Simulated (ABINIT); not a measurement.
Ti, 2 atoms in the cell. It takes space group P6_3/mmc (No. 194, hexagonal). Conventional cell: a = 2.950 Å, b = 2.950 Å, c = 4.680 Å, α = 90.00°, β = 90.00°, γ = 120.00°. Ti (site symmetry -6m2) has 12 Ti at 2.89 to 2.95 Å as nearest neighbours. 

```yaml
Program: ABINIT 10.8.3 (patched build)
Task: band structure
Functional: RPBE
Potentials_or_basis: JTH PAW PBE v2.0
Cutoff: 408 eV
k_mesh: 10 × 10 × 6
Occupations: fermi-dirac, width 0.05 eV
Spin: no spin polarisation
Fine-grid_cutoff: 816.342 eV
Exchange_and_correlation_inside_the_PAW_spheres: full angular mesh (pawxcdev 0, this build's default; the released program takes 1)
```

Potentials or basis: JTH PAW PBE v2.0.

The run is started by

```console
$ abinit run.abi > log 2>&1
```

Hardware: 1 thread of Arm Neoverse V1, with other jobs on the host.

**Question.** Estimate the wall time of this run.

**Answer.** It took 32 s on 1 thread of Arm Neoverse V1 (shared host), peak memory 0.11 GiB. Counts: scf iterations 11, mpi ranks 1, k points 56, bands 16, plane waves 679.
